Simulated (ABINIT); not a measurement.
Wanted: the native input for an ABINIT 10.8.3 (patched build) run.

```
Task                : equation of state
Functional          : LDA-VWN
Potentials or basis : JTH PAW LDA v2.0 sp
Cutoff              : 463 eV
k mesh              : 8 × 8 × 8
Occupations         : fermi-dirac, width 0.05 eV
Spin                : no spin polarisation
Fine-grid cutoff    : 925.187 eV
```

Crystal: GaAs.

```
As Ga
1.0
     0.00000    2.82685    2.82685
     2.82685    0.00000    2.82685
     2.82685    2.82685    0.00000
As Ga
1 1
Direct
  0.75000 0.75000 0.75000
  0.00000 0.00000 0.00000
```

One way to write it, as run:

run.abi

```
# Datasets: one volume each
ndtset 7
getwfk -1
scalecart1 3*0.9795861087
scalecart2 3*0.9864848297
scalecart3 3*0.9932883884
scalecart4 3*1.0000000000
scalecart5 3*1.0066227096
scalecart6 3*1.0131594038
scalecart7 3*1.0196128224

# Pseudopotentials
pp_dirpath "./"
pseudos "As.LDA_PW-JTH_sp.xml, Ga.LDA_PW-JTH.xml"

# Structure
acell 7.55468967 7.55468967 7.55468967
rprim
     0.0000000000     0.7071067812     0.7071067812
     0.7071067812     0.0000000000     0.7071067812
     0.7071067812     0.7071067812     0.0000000000
ntypat 2
znucl 33 31
natom 2
typat 1 2
xred
     0.7500000000     0.7500000000     0.7500000000
     0.0000000000     0.0000000000     0.0000000000

# Plane-wave basis
ecut 17.0
pawecutdg 34.0

# k points
kptopt 1
ngkpt 8 8 8
nshiftk 1
shiftk 0.0 0.0 0.0

# Exchange and correlation
ixc -1007

# Bands and occupations
nband 13
occopt 3
tsmear 0.00183747

# SCF cycle
nstep 100
tolvrs 1.0e-9

# Output
iomode 3
prtwf 1
prtden 0
prteig 0
prtebands 0
enunit 1
```

Potentials or basis: JTH PAW LDA v2.0 sp.

Run with:

```console
$ abinit run.abi > log 2>&1
```

It gave:

- Equilibrium volume: 22.01 Å³/atom
- Bulk modulus: 74 GPa
- Pressure derivative of the bulk modulus: 5.0

Caveat: pressures at fixed basis lie under the slope of the energies; this set keeps more shells in the core, which shifts pressures and gaps.

Run time: 71 s on 1 thread of Arm Neoverse V1, with other jobs on the host, peak memory 0.13 GiB.
